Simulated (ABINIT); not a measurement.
Crystal: Ir.

```
CELL_PARAMETERS angstrom
0.00000 1.91560 1.91560
1.91560 0.00000 1.91560
1.91560 1.91560 0.00000
ATOMIC_POSITIONS crystal
Ir 0.00000 0.00000 0.00000
```

Base run:

```yaml
Program: ABINIT 10.8.3 (patched build)
Functional: SOGGA
Potentials_or_basis: JTH PAW PBE v2.0
Cutoff: 463 eV
k_mesh: 12 × 12 × 12
Occupations: fermi-dirac, width 0.05 eV
Spin: no spin polarisation
```

Its results: band gap on the k mesh none (metal or under the smearing width); pressure -4.0 GPa.

The run is repeated on the same cell with these changes: functional from SOGGA to HCTH407. What comes out?

Band gap on the k mesh none (metal or under the smearing width); pressure -4.7 GPa.

Caveats: the PAW data sets were made with another functional, which shifts forces and pressure a little; spin-orbit coupling is left out, which moves the levels of the heavy elements.
